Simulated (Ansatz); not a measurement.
Relaxed-ion elastic tensor of AlSb (zinc blende, F-43m) in GPa (Voigt order), DFT-PBE in the program Ansatz with PAW potentials; density 4.10 g/cm³, 30.15 Å³ per atom.

```
76.7  35.7  35.7   0.0   0.0   0.0
35.7  76.7  35.7   0.0   0.0   0.0
35.7  35.7  76.7   0.0   0.0   0.0
 0.0   0.0   0.0  36.7   0.0   0.0
 0.0   0.0   0.0   0.0  36.7   0.0
 0.0   0.0   0.0   0.0   0.0  36.7
```

Is the crystal mechanically stable?

Yes: the smallest eigenvalue of C is 36.7 GPa.

Work out the Voigt, Reuss and Hill averages.

K_V = 49.4, K_R = 49.4, K_H = 49.4; G_V = 30.2, G_R = 27.9, G_H = 29.0 GPa.

Give Young's modulus, Poisson's ratio, Pugh's ratio and the universal anisotropy index.

E = 9KG/(3K + G) = 72.8 GPa; ν = 0.25; K/G = 1.70 (near the Pugh limit of 1.75, no verdict); A_U = 5G_V/G_R + K_V/K_R − 6 = 0.42.

Estimate the sound speeds and the Debye temperature.

v_l = √((K + 4G/3)/ρ) = 4640 m/s, v_t = √(G/ρ) = 2660 m/s, mean 2960 m/s; Θ = (h/k)(3n/4πV)^(1/3) v_m = 283 K.

Give the Zener ratio and Young's modulus along [100], [110] and [111].

A = 2C44/(C11 − C12) = 1.79; 1/E = S11 − 2(S11 − S12 − S44/2)Γ with Γ = 0, 1/4, 1/3 gives 54.0, 76.1, 88.2 GPa.

Symmetry was held in the PBE relaxation; of distortions, only those at the zone centre were tested. Scalar-relativistic: spin–orbit coupling is off unless named, which matters more the heavier the elements.

Potentials: the later of the program's two PAW sets.
